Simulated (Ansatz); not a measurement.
# Ti: the cost of one run

Computed with Ansatz 0.2.0 (DFT PBE, scalar-relativistic, plane waves, PAW, unless a step's input says otherwise).

4 further runs of the same task are left out: 3 that didn't finish, 1 set aside as unsound or not needed.

## (1) The structure to begin with

Symmetry: P6_3/mmc, No. 194, hexagonal system. Conventional cell: a = 2.939 Å, b = 2.939 Å, c = 4.650 Å, α = 90.00°, β = 90.00°, γ = 120.00°. Ti (site symmetry -6m2) is surrounded by 12 Ti at 2.88 to 2.94 Å.

Structure file:

```cif
data_structure
_symmetry_space_group_name_H-M 'P 1'
_symmetry_Int_Tables_number 1
_cell_length_a 2.9386
_cell_length_b 2.9386
_cell_length_c 4.6504
_cell_angle_alpha 90.000
_cell_angle_beta 90.000
_cell_angle_gamma 120.000
_cell_volume 34.78
loop_
_atom_site_label
_atom_site_type_symbol
_atom_site_fract_x
_atom_site_fract_y
_atom_site_fract_z
_atom_site_occupancy
Ti1 Ti 0.33333 0.66667 0.25000 1
Ti2 Ti 0.66667 0.33333 0.75000 1
```

This cell was relaxed beforehand with the same method: volume 17.39 Å³/atom, gap on the mesh none (metal).

## (2) Electronic structure at the relaxed geometry

The input, input.yaml:

```yaml
crystal:
  lattice:
    - [2.9385821065, 0.0, 0.0]
    - [-1.4692910532, 2.5448867553, 0.0]
    - [0.0, 0.0, 4.650427181]
  atoms:
    - { symbol: Ti, position: [0.3333333333, 0.6666666667, 0.25] }
    - { symbol: Ti, position: [0.6666666667, 0.3333333333, 0.75] }
basis:
  ecutwfc: 420
kpoints:
  mp_grid: { grid: [18, 18, 10] }
  band_path:
    path:
      - [[0.0, 0.0, 0.0], [0.5, 0.0, 0.0], [0.33333333, 0.33333333, 0.0], [0.0, 0.0, 0.0], [0.0, 0.0, 0.5], [0.5, 0.0, 0.5], [0.33333333, 0.33333333, 0.5], [0.0, 0.0, 0.5]]
      - [[0.5, 0.0, 0.5], [0.5, 0.0, 0.0]]
      - [[0.33333333, 0.33333333, 0.5], [0.33333333, 0.33333333, 0.0]]
    npoints: 14
hamiltonian:
  xc: pbe
scf:
  occupations: { method: gaussian, width: 0.1 }
  n_extra_bands: 6
output:
  forces: true
  stress: true
  eigenvalues: true
  populations: true
  dos: { projected: true, de: 0.02, nscf_kmesh: { grid: [27, 27, 15] } }
  bader: true
  write_density: true
  write_potential: true
  elf: true
  volumetric_format: npy
```

Launch:

```console
$ ansatz run input.yaml --threads 1 --pin off --max-ram 2560MiB --backend cpu --events-out ev --progress --plain --runs-dir out
```

**Question.** How long does this run take on 1 thread of Arm Neoverse V2, shared host, and how much memory does it need?

About 20 s, with a peak of 0.45 GiB.
